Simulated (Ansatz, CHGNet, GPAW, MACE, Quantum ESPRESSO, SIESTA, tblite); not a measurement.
# tblite on AlP(100) slab, H on both faces (108 atoms): settings against a plane-wave reference

Wanted: tblite inputs and outputs for AlP(100) slab, H on both faces (108 atoms), checked against a plane-wave reference.

Program: tblite 0.8.0. Level of theory: the method is named at each step. Results are calculated unless marked as measured.

## Step 1: The starting structure

The cell holds 108 atoms: 36 Al, 36 P and 36 H. Its edges and angles: a = 11.589 Å, b = 11.589 Å, c = 21.292 Å, α = 90.0°, β = 90.0°, γ = 90.0°. It derives from AlP (zinc-blende). Zinc-blende AlP (a = 5.463 Å), (100) slab of 8 atomic planes, 3 x 3 surface cells, H on the broken bonds of both faces, 10 Å of vacuum; displaced by a Gaussian of 0.02 Å. Then every atom was moved at random, 0.03 Å r.m.s. a Cartesian component (hydrogen 0.6 of that). Regions: slab, 72 atoms (36 Al and 36 P); hydrogen, 36 atoms (36 H). Vacuum lies along c.

The yardstick, on the same geometry:

| Quantity | Value |
| --- | --- |
| method | Kohn-Sham DFT, PBE, SSSP efficiency 1.3.0 pseudopotentials, plane waves (Quantum ESPRESSO 7.5); sssp-pbe-1.3.0-efficiency, cutoffs 45/360 Ry, Γ point |
| r.m.s. force component | 0.6466 eV/Å |
| longest force | 3.713 eV/Å |
| time | 7.6 min on 4 MPI ranks of Arm Neoverse V2, shared host |
| CPU time | 30 min |

## Step 2: GFN1-xTB

Method: GFN1-xTB tight binding, diagonalisation.

run.py reads:

```python
import numpy as np
from ase.io import read
from tblite.ase import TBLite

atoms = read("structure.xyz")
atoms.calc = TBLite(method="GFN1-xTB", electronic_temperature=580, accuracy=1.0, max_iterations=250, mixer_damping=0.1, verbosity=1)
energy = atoms.get_potential_energy()
forces = atoms.get_forces()
print(f"energy {energy:.6f} eV")
print("forces (eV/A)")
for i, (a, f) in enumerate(zip(atoms, forces)):
    print(f"{i:4d} {a.symbol:2s} {f[0]:10.5f} {f[1]:10.5f} {f[2]:10.5f}")
print("charges (e)")
print(np.array2string(atoms.get_charges(), precision=4, suppress_small=True, max_line_width=110, threshold=100000))
```

structure.xyz reads:

```xyz
108
Lattice="11.58877 0.00000 0.00000 0.00000 11.58877 0.00000 0.00000 0.00000 21.29230" Properties=species:S:1:pos:R:3 pbc="T T T"
Al 3.07705 1.97218 7.18189
P 3.13523 3.87725 5.82302
Al 1.15273 3.90994 9.86813
P 1.21983 1.92953 8.50968
Al 3.08273 1.94541 12.61292
P 3.06372 3.89105 11.29471
Al 1.12191 3.81131 15.45757
P 1.18588 1.97994 14.03205
Al 3.09861 5.77700 7.14101
P 3.09096 7.76876 5.81024
Al 1.17777 7.73226 9.91157
P 1.17359 5.84225 8.52927
Al 3.07241 5.85465 12.66934
P 3.09200 7.70560 11.23637
Al 1.15737 7.71430 15.33897
P 1.21624 5.86114 13.99479
Al 3.08377 9.63792 7.19446
P 3.10081 11.54508 5.78043
Al 1.15030 11.57405 9.96480
P 1.16305 9.69088 8.55631
Al 3.13975 9.69760 12.68702
P 3.12086 0.00997 11.33410
Al 1.18275 11.57567 15.40902
P 1.15691 9.74268 13.97478
Al 6.97273 1.98620 7.12802
P 7.00912 3.83252 5.77618
Al 5.01678 3.85373 9.97757
P 5.00334 1.95456 8.56760
Al 6.94353 1.94691 12.65827
P 6.92649 3.92164 11.25958
Al 4.99198 3.83449 15.38007
P 4.97842 1.91342 13.99628
Al 6.93159 5.82996 7.25429
P 6.92255 7.71024 5.84963
Al 5.04169 7.76494 9.90198
P 4.95826 5.78430 8.50713
Al 6.93066 5.77016 12.66807
P 6.96056 7.74802 11.34326
Al 5.06649 7.73017 15.41541
P 5.07380 5.86658 14.03184
Al 6.88570 9.70003 7.15741
P 6.97146 11.58019 5.86347
Al 5.06035 0.00232 9.88921
P 5.02188 9.62946 8.55972
Al 6.98606 9.56328 12.66253
P 6.99707 0.05586 11.30408
Al 5.03996 0.00058 15.40519
P 4.96799 9.71637 14.07229
Al 10.89414 1.88086 7.16912
P 10.88869 3.86625 5.87540
Al 8.85115 3.82777 9.88027
P 8.95453 1.93857 8.57271
Al 10.82345 1.96233 12.68233
P 10.88186 3.83055 11.33964
Al 8.86506 3.86346 15.37155
P 8.86668 1.89279 14.02311
[... 48 atom lines left out ...]
H 9.70594 11.58158 5.00688
H 0.42832 0.00684 5.05032
H 10.13218 0.02410 16.29138
H 7.55901 11.57475 16.25135
```

Command:

```
$ OMP_NUM_THREADS=1 python run.py > output.txt
```

The program printed:

```text
------------------------------------------------------------
  cycle        total energy    energy error   density error
------------------------------------------------------------
      1     -159.6419765936  -1.6000303E+02   3.9716141E-01
      2     -160.7882969913  -1.1463204E+00   3.1958591E-01
      3     -157.2841146851   3.5041823E+00   2.4652287E-01
      4     -159.6724508359  -2.3883362E+00   1.4918522E-01
      5     -160.2026128352  -5.3016200E-01   6.8998386E-02
      6     -161.5966374515  -1.3940246E+00   3.4335245E-02
      7     -161.8943339376  -2.9769649E-01   1.7350099E-02
      8     -161.9540998335  -5.9765896E-02   7.5687230E-03
      9     -161.9528990970   1.2007364E-03   6.4627819E-03
     10     -161.9506234717   2.2756253E-03   5.6431037E-03
     11     -161.9537908196  -3.1673479E-03   3.6375332E-03
     12     -161.9536489264   1.4189326E-04   2.6428161E-03
     13     -161.9558460519  -2.1971256E-03   1.0524347E-03
     14     -161.9558708112  -2.4759248E-05   7.3057008E-04
     15     -161.9554609593   4.0985185E-04   9.7590158E-04
     16     -161.9559096389  -4.4867956E-04   1.2500280E-04
     17     -161.9559064792   3.1597456E-06   1.1213760E-04
     18     -161.9559090479  -2.5687549E-06   7.7773374E-05
     19     -161.9558985004   1.0547480E-05   1.5923032E-04
     20     -161.9559094670  -1.0966592E-05   5.4557226E-05
     21     -161.9559100520  -5.8501962E-07   4.0975032E-05
     22     -161.9559108394  -7.8734470E-07   4.5704888E-06
------------------------------------------------------------
 total:                                   6.925 sec
energy -4407.044809 eV
forces (eV/A)
   0 Al    0.60009   -0.74756    0.21850
   1 P    -1.02283   -0.19699   -0.37961
   2 Al    0.05352   -0.27390    0.85090
   3 P    -0.51429    0.00252   -0.14954
   4 Al   -0.10990    0.22361    0.50095
   5 P     0.05828    0.12399   -0.48854
   6 Al    0.92746    0.71630   -0.86039
   7 P    -0.13777   -0.58918   -0.03568
   8 Al   -0.28388    0.62809    0.61937
   9 P    -0.70815   -0.53856    0.39828
  10 Al   -0.33855    0.20250    0.74512
  11 P     0.12884   -0.18489   -0.94258
  12 Al    0.71037   -0.24867    0.12466
  13 P     0.20638    0.67497   -0.04913
  14 Al    0.08260    0.66825    0.27543
  15 P    -0.92919   -0.92540    0.17956
  16 Al    0.01649    0.38927    0.78804
  17 P    -0.04159    0.41558    1.43686
  18 Al    0.41410    0.26871    0.48520
  19 P     0.31303   -0.22528   -0.61744
  20 Al   -0.41496   -0.48522   -0.14236
  21 P    -0.06973   -0.07317   -1.13162
  22 Al   -0.31597    0.53150   -0.37213
  23 P     0.11758   -0.68289    0.22693
[...]
100 H     1.00789   -0.04453   -0.38771
 101 H    -0.36310   -0.05542   -0.92526
 102 H     2.10511    0.06841    0.28064
 103 H    -1.93642   -0.04666    0.32209
 104 H    -0.42644   -0.02371   -2.00815
 105 H    -1.19335    0.02085   -0.92564
 106 H    -1.63237   -0.06457    0.34926
 107 H     2.25618   -0.07345    0.11541
charges (e)
[ 0.0617 -0.051   0.1755 -0.1467  0.1909 -0.1738  0.1971 -0.1742  0.0638 -0.07    0.1769 -0.1467  0.1902
 -0.1746  0.1812 -0.175   0.0655 -0.0893  0.1752 -0.146   0.189  -0.1705  0.1847 -0.1703  0.0488 -0.0811
  0.1769 -0.1516  0.1847 -0.1641  0.1822 -0.1723  0.0582 -0.0518  0.1741 -0.1535  0.1896 -0.1698  0.1937
 -0.1736  0.0542 -0.0458  0.1693 -0.1389  0.1861 -0.1757  0.1716 -0.1718  0.0674 -0.0595  0.1722 -0.1542
  0.1881 -0.1753  0.1839 -0.1643  0.07   -0.0709  0.1732 -0.1462  0.1861 -0.1701  0.1885 -0.1676  0.0592
 -0.1035  0.1745 -0.1514  0.1877 -0.1627  0.1861 -0.1711  0.0549  0.0371 -0.0607 -0.0879  0.0429  0.0557
 -0.0834 -0.0745  0.0552  0.0561 -0.0515 -0.0844  0.0457  0.0616 -0.0768 -0.0742  0.0314  0.0406 -0.0699
 -0.078   0.0438  0.0391 -0.0665 -0.0463  0.0285  0.052  -0.0698 -0.1041  0.0476  0.054  -0.0887 -0.0626
  0.074   0.0615 -0.0761 -0.0696]
```

The job ended after 7.5 s (1 thread of Arm Neoverse V2, shared host; peak memory 0.16 GiB).

Banners, paths, timers and routine set-up lines are dropped from the logs unmarked, and long logs keep their key lines alone; longer cuts are marked.

Numbers from this run, and their distance from the reference:

| Property | Result |
| --- | --- |
| r.m.s. force component | 0.7772 eV/Å |
| r.m.s. difference of force components | 620.7 meV/Å |
| longest difference of force vectors | 2573 meV/Å |
| force difference over r.m.s. force | 96 % |
| slope of forces against the reference's | 0.7617 |
| correlation of force components | 0.6337 |

Length of the force difference by element (eV/Å):

```
element  atoms  mean  most
     Al     36  0.32  0.94
      H     36   1.7   2.6
      P     36  0.34   1.0
```

A closer look about Al25, whose charge lies farthest from its element's mean: 9 atoms, nearest first, numbered in the order of the input, with positions taken from that point.

```
atom      x      y      z  distance (Å)  bonds  Mulliken charge (e)     Fx     Fy  Fz (eV/Å)
Al25   0.00   0.00   0.00          0.00      4                 0.05   0.05  -0.46       1.52
 P26   0.04   1.85  -1.35          2.29      4                -0.08  -1.07   0.99       1.20
 P42   0.00  -1.99  -1.26          2.36      4                -0.05  -0.31   0.42      -0.80
 P28  -1.97  -0.03   1.44          2.44      4                -0.15   0.28   0.00      -1.18
 P52   1.98  -0.05   1.44          2.45      4                -0.15  -0.18  -0.60      -1.39
 H85  -1.15   1.84  -2.13          3.04      1                 0.05   1.26  -0.03      -0.50
 H86   1.11   1.92  -2.16          3.09      1                 0.06  -0.11   0.00      -1.37
 H93   1.16  -1.96  -2.11          3.11      1                 0.04  -1.42  -0.03      -0.27
 H94  -1.20  -1.98  -2.13          3.14      1                 0.04   1.87   0.02       0.03
```

Atoms are counted from 1 here, from 0 in the log.

Forces lie 96 % from the reference's, at 0.0041 times its CPU time (on 1 against 4 cores).

The difference per atom is largest on H (1.7 eV/Å on average, against 0.34 on P).

## Step 3: Results

| Item | Value |
| --- | --- |
| force difference from the reference | tblite GFN1-xTB, 96 % |
| its CPU time | 7.5 s |

What this shows: Tight binding differs by 96 % (tblite GFN1-xTB); it is another model, with fitted parameters of its own, and the xTB methods hold dispersion. One electronic-structure run takes under half the reference's CPU time: tblite GFN1-xTB, at 96 % in 7.5 s against 30 min, too far off to be of use. Periodic xTB results under one method name differ between programs and library versions. Caps of real hydrogen don't mimic the fractional bonds of a polar compound, so surface states and strained caps may belong to the model. The electronic-structure runs sample only Γ, in a cell whose shortest periodic width is 12 Å, which is coarse for a cell with partly filled levels.

[Also dropped from logs without a mark: logging warnings of Python, and SIESTA's first energy breakdown and zero terms.]

[Logs are printed without paths, hosts, clocks, repeated set-up lines and the standing remarks that a program may print on its own settings, such as how far it seeks lower states.]

[Hosts, paths, dates, database ids (printed as entryN), source tags and the programs' standing remarks are cut or masked in the printed files.]
